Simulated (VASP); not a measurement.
# RbBr (Pm-3m) in VASP: a series of runs, part 2 of 2

VASP 6.6.1. Earlier steps stand in the parts before.

## (3) Single point, r2SCAN

INCAR

```
PREC     = Accurate       # precision mode
ENCUT    = 350            # plane-wave cutoff, eV
EDIFF    = 1E-6           # SCF threshold, eV
ISMEAR   = 0              # smearing method
SIGMA    = 0.05           # smearing width, eV
LREAL    = F              # projectors in reciprocal space
LASPH    = T              # aspherical terms in the spheres
NELM     = 100            # most SCF steps
ALGO     = Normal         # electronic algorithm
ISIF     = 2              # what is computed and relaxed
LWAVE    = F              # write WAVECAR
LCHARG   = F              # write CHGCAR
METAGGA  = R2SCAN         # meta-GGA
LMIXTAU  = T            
ADDGRID  = F
```

KPOINTS

```
Automatic mesh
0
Gamma
  7 7 7
```

POSCAR

```
RbBr
1.0
    4.1260773000      0.0000000000      0.0000000000
    0.0000000000      4.1260773000      0.0000000000
    0.0000000000      0.0000000000      4.1260773000
Rb Br
1 1
Direct
    0.0000000000      0.0000000000      0.0000000000
    0.5000000000      0.5000000000      0.5000000000
```

Potentials or basis: VASP PAW PBE potentials, release 64 (Rb_sv, Br).

Command:

```
cat potpaw_PBE.64/Rb_sv/POTCAR potpaw_PBE.64/Br/POTCAR > POTCAR
mpirun -np 1 vasp_std > vasp.out
```

OUTCAR:

```text
PREC = Accurate
   ENCUT = 350
   EDIFF = 1E-6
   ISMEAR = 0
   LREAL = F
   LASPH = T
   NELM = 100
   ISIF = 2
   METAGGA = R2SCAN

 Found     20 irreducible k-points:

 Following reciprocal coordinates:
            Coordinates               Weight
  0.000000  0.000000  0.000000      1.000000
  0.142857  0.000000  0.000000      6.000000
  0.285714  0.000000  0.000000      6.000000
  0.428571  0.000000  0.000000      6.000000
  0.142857  0.142857  0.000000     12.000000
  0.285714  0.142857  0.000000     24.000000
   k-points           NKPTS =     20   k-points in BZ     NKDIM =     20   number of bands    NBANDS=     12
   number of dos      NEDOS =    301   number of ions     NIONS =      2
   total plane-waves  NPLWV =  21952
   dimension x,y,z NGX =    28 NGY =   28 NGZ =   28
   dimension x,y,z NGXF=    56 NGYF=   56 NGZF=   56
   ions per type =               1   1
   NGX,Y,Z   is equivalent  to a cutoff of  11.28, 11.28, 11.28 a.u.
   NGXF,Y,Z  is equivalent  to a cutoff of  22.56, 22.56, 22.56 a.u.
 SYSTEM =  unknown system
   PREC   = accura    normal or accurate (medium, high low for compatibility)
   ISTART =      0    job   : 0-new  1-cont  2-samecut
   ICHARG =      2    charge: 1-file 2-atom 10-const
   ISPIN  =      1    spin polarized calculation?
   LNONCOLLINEAR =      F non collinear calculations
   LSORBIT =      F    spin-orbit coupling
   LASPH  =      T    aspherical Exc in radial PAW
   ENCUT  =  350.0 eV  25.72 Ry    5.07 a.u.   6.29  6.29  6.29*2*pi/ulx,y,z
   NELM   =    100;   NELMIN=  2; NELMDL= -5     # of ELM steps
   EDIFF  = 0.1E-05   stopping-criterion for ELM
   LREAL  =      F    real-space projection
   EDIFFG = 0.1E-04   stopping-criterion for IOM
   NSW    =      0    number of steps for IOM
   IBRION =     -1    ionic relax: 0-MD 1-quasi-New 2-CG
   NFREE  =      0    steps in history (QN), initial steepest desc. (CG)
   ISIF   =      2    stress and relaxation
   ISYM   =      2    0-nonsym 1-usesym 2-fastsym
   POTIM  = 0.5000    time-step for ionic-motion
   TEBEG  =    0.0;   TEEND  =   0.0 temperature during run
   PSTRESS=    0.0 pullay stress
   NELECT =      16.0000    total number of electrons
   NUPDOWN=      -1.0000    fix difference up-down
   EMIN   =  10.00;   EMAX   =-10.00  energy-range for DOS
   EFERMI =   0.00;   METHOD = LEGACY
   ISMEAR =     0;   SIGMA  =   0.05  broadening in eV -4-tet -1-fermi 0-gaus
[... 19 lines left out ...]
 maximum number of plane-waves:      1056
 NGX is ok and might be reduce to    28
   NGX = 13   NGY = 13   NGZ = 13

 number of electron      16.0000007 magnetization

 Free energy of the ion-electron system (eV)
  ---------------------------------------------------
  ext. energy  EPLUGINS =         0.00000000
  ---------------------------------------------------
  free energy    TOTEN  =       -31.10992072 eV

  energy without entropy =      -31.10992072  energy(sigma->0) =      -31.10992072

 E-fermi :  -0.8298     XC(G=0):  -8.3257

 val. band max:       -1.0737482224   @ k =   0.4286   0.4286   0.0000
 cond. band min:       3.7813853771   @ k =   0.0000   0.0000   0.0000
 fundamental gap:      4.8551335996
 Fermi energy:        -0.8297996941

 k-point     1 :       0.0000    0.0000    0.0000
  band No.  band energies     occupation
      1     -26.9371      2.00000
      2     -14.1086      2.00000
      3     -10.3746      2.00000
      4     -10.3746      2.00000
      5     -10.3746      2.00000
      6      -1.2050      2.00000
      7      -1.2050      2.00000
      8      -1.2050      2.00000
      9       3.7814      0.00000
     10       5.0657      0.00000
     11       5.0657      0.00000
     12       9.6726      0.00000
[... 61 lines left out ...]
 k-point     6 :       0.2857    0.1429    0.0000
  band No.  band energies     occupation
      1     -26.9207      2.00000
      2     -14.0818      2.00000
      3     -10.4905      2.00000
      4     -10.3780      2.00000
      5     -10.3385      2.00000
      6      -2.1912      2.00000
      7      -1.4723      2.00000
      8      -1.2269      2.00000
      9       5.5291      0.00000
     10       5.8992      0.00000
     11       6.7904      0.00000
     12       8.8305      0.00000

 [... further k-points ...]

------------------------ aborting loop because EDIFF is reached ----------------------------------------

  FORCE on cell =-STRESS in cart. coord.  units (eV):
  Direction    XX          YY          ZZ          XY          YZ          ZX
  --------------------------------------------------------------------------------------
  -------------------------------------------------------------------------------------
  Total        0.0118254      0.0118254      0.0118254      0.0000000     -0.0000000      0.0000000
  in kB        0.2697212      0.2697212      0.2697212      0.0000000     -0.0000000      0.0000000
  external PRESSURE =       0.2697212 kB  Pullay stress =       0.0000000 kB

 VOLUME and BASIS-vectors are now :
 -----------------------------------------------------------------------------
  energy-cutoff  :      350.00
  volume of cell :       70.24
      direct lattice vectors                 reciprocal lattice vectors
     4.126077300  0.000000000  0.000000000     0.242360947  0.000000000  0.000000000
     0.000000000  4.126077300  0.000000000     0.000000000  0.242360947  0.000000000
     0.000000000  0.000000000  4.126077300     0.000000000  0.000000000  0.242360947

 POSITION                                       TOTAL-FORCE (eV/Angst)
 -----------------------------------------------------------------------------------
      0.00000      0.00000      0.00000         0.000000      0.000000      0.000000
      2.06304      2.06304      2.06304         0.000000      0.000000      0.000000
 -----------------------------------------------------------------------------------
    total drift:                               -0.000000      0.000000      0.000000

  FREE ENERGIE OF THE ION-ELECTRON SYSTEM (eV)
  ---------------------------------------------------
  free  energy   TOTEN  =       -31.1099207176 eV

  energy  without entropy=      -31.1099207176  energy(sigma->0) =      -31.10992072
```

OSZICAR:

```text
N       E                     dE             d eps       ncg     rms          rms(c)
DAV:   1     0.489050529720E+02    0.48905E+02   -0.57165E+03   480   0.868E+02
DAV:   2    -0.311327052150E+02   -0.80038E+02   -0.76505E+02   696   0.175E+02
DAV:   3    -0.355190450553E+02   -0.43863E+01   -0.43703E+01   620   0.460E+01
[... 15 lines left out ...]
DAV:  19    -0.311099191423E+02   -0.12122E-04   -0.59057E-05   532   0.595E-02    0.341E-02
DAV:  20    -0.311099126297E+02    0.65125E-05   -0.22402E-05   572   0.370E-02    0.181E-02
DAV:  21    -0.311099168079E+02   -0.41781E-05   -0.53927E-06   540   0.282E-02    0.574E-03
DAV:  22    -0.311099204116E+02   -0.36038E-05   -0.32723E-06   512   0.230E-02    0.347E-03
DAV:  23    -0.311099207176E+02   -0.30592E-06   -0.56288E-07   380   0.951E-03
   1 F= -.31109921E+02 E0= -.31109921E+02  d E =-.453088E-13
```

stdout:

```text
POSCAR found type information on POSCAR RbBr
 POSCAR found :  2 types and       2 ions
 scaLAPACK will be used
 -----------------------------------------------------------------------------
|                                                                             |
|                                                                             |
|     You enforced a specific xc type in the INCAR file but a different       |
|     I HOPE YOU KNOW WHAT YOU ARE DOING!                                     |
|                                                                             |
 -----------------------------------------------------------------------------

 LDA part: xc-table for (None), standard interpolation
 POSCAR, INCAR and KPOINTS ok, starting setup
 FFT: planning ... GRIDC
 FFT: planning ... GRID_SOFT
 FFT: planning ... GRID
 WAVECAR not read
 entering main loop
```

It took 30 s on 1 thread of Intel Xeon 6975P-C (Granite Rapids), shared host; peak memory 0.16 GiB.

These settings aren't checked as converged: the numbers below hold their error.

What came out:

```
Free energy            : -31.1099 eV
Pressure               : 0.0 GPa
Band gap on the k mesh : 4.86 eV, indirect (least direct gap 4.99 eV)
```

Caveat: the PAW data sets were made with another functional, which shifts forces and pressure a little; an odd mesh through Γ misses points on the zone boundary, where band edges often lie.

## (4) Single point, r2SCAN

INCAR: that of step 3 with these lines changed.

```diff
@@ -1,3 +1,3 @@
 PREC     = Accurate       # precision mode
-ENCUT    = 350            # plane-wave cutoff, eV
+ENCUT    = 500            # plane-wave cutoff, eV
 EDIFF    = 1E-6           # SCF threshold, eV
```

KPOINTS

```
Automatic mesh
0
Gamma
  6 6 6
```

POSCAR is that of step 3.

Command:

```
cat potpaw_PBE.64/Rb_sv/POTCAR potpaw_PBE.64/Br/POTCAR > POTCAR
mpirun -np 1 vasp_std > vasp.out
```

It took 35 s on 1 thread of Intel Xeon 6975P-C (Granite Rapids), shared host; peak memory 0.17 GiB.

These settings aren't checked as converged: the numbers below hold their error.

Results:

```yaml
Free_energy: -31.1103 eV
Pressure: 0.0 GPa
Band_gap_on_the_k_mesh: 4.83 eV, indirect (least direct gap 4.99 eV)
```

Caveat: the PAW data sets were made with another functional, which shifts forces and pressure a little.

## (5) Single point, r2SCAN

INCAR: that of step 4 with these lines changed.

```diff
@@ -1,3 +1,3 @@
 PREC     = Accurate       # precision mode
-ENCUT    = 500            # plane-wave cutoff, eV
+ENCUT    = 300            # plane-wave cutoff, eV
 EDIFF    = 1E-6           # SCF threshold, eV
```

KPOINTS

```
Automatic mesh
0
Gamma
  8 8 8
```

POSCAR is that of step 4.

Command:

```
cat potpaw_PBE.64/Rb_sv/POTCAR potpaw_PBE.64/Br/POTCAR > POTCAR
mpirun -np 1 vasp_std > vasp.out
```

Wall time 19 s (1 thread of Intel Xeon 6975P-C (Granite Rapids), shared host); peak memory 0.15 GiB.

The run converged, but some of its settings lie outside the range that counts as converged, so its numbers aren't taken as properties of the crystal.

Results:

* Free energy: -31.1095 eV
* Pressure: 0.0 GPa
* Band gap on the k mesh: 4.83 eV, indirect (least direct gap 4.99 eV)

Caveat: the PAW data sets were made with another functional, which shifts forces and pressure a little.

## (6) For comparison

An earlier run on the cell as given: functional PBE; potentials or basis VASP PAW PBE potentials, release 64 (Rb_sv, Br); cutoff 520 eV; k mesh 7 × 7 × 7; occupations fermi-dirac, width 0.05 eV; no spin polarisation.

- Pressure: 0.8 GPa
- Band gap on the k mesh: 4.10 eV, indirect (least direct gap 4.23 eV)
